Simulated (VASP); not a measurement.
A run of VASP 6.6.1 is set up as follows.

File INCAR:

```
SYSTEM = MgO
PREC = Accurate
ENCUT = 520
EDIFF = 1E-7
ISMEAR = -1
SIGMA = 0.05
LREAL = Auto
LASPH = .TRUE.
NELM = 100
ALGO = Fast
ISIF = 2
LWAVE = .FALSE.
LCHARG = .TRUE.
GGA = PS
LELF = .TRUE.
LVHAR = .TRUE.
NBANDS = 46
```

File KPOINTS:

```
regular mesh
0
G
  2 2 2
  0 0 0
```

The input POSCAR:

```
MgO
1.0
    0.0000000000      4.2181000000      4.2181000000
    4.2181000000      0.0000000000      4.2181000000
    4.2181000000      4.2181000000      0.0000000000
Mg O
8 8
Direct
   -0.0147459757      0.0009482943      0.0390934307
   -0.0708731419     -0.0220596951      0.5390934307
   -0.0180057372      0.4845902183      0.0644958631
   -0.0063535715      0.4641900382      0.5491334961
    0.5184561770     -0.0355373272      0.0479362746
    0.4298380788     -0.0006163913      0.5409781655
    0.4837604609      0.4806073825      0.0801664256
    0.4793508926      0.4797539176      0.5927431782
    0.1600957777      0.2117541073      0.3632441146
    0.2469002632      0.2302576990      0.7742466988
    0.2561105711      0.7407126431      0.2501837320
    0.2245323724      0.6940802731      0.8379602191
    0.7015717977      0.2623456058      0.2838244707
    0.7728242574      0.1754462910      0.8262369313
    0.6884497760      0.7509897821      0.3536307816
    0.7229084185      0.7241174937      0.8010478652
```

Potentials or basis: VASP PAW PBE potentials, release 64 (Mg, O).

Launch:

```sh
$ cat potpaw_PBE.64/Mg/POTCAR potpaw_PBE.64/O/POTCAR > POTCAR
$ mpirun -np 1 vasp_std > vasp.out
```

Q: What does it give for the pressure?

A: 9.3 GPa.

Q: Estimate the largest force.

A: 4.003 eV/Å.

Q: Predict the band gap on the k mesh.

A: 4.05 eV, direct.

Stress tensor (GPa, compression positive):
```
11.67  0.39 -0.57
 0.39 11.53 -0.82
-0.57 -0.82  4.69
```

Caveat: the k mesh is coarse (spacing up to 0.65 Å⁻¹), so the values aren't converged; the PAW data sets were made with another functional, which shifts forces and pressure a little. A hybrid or GW would open this gap; PBEsol tends to underestimate it.
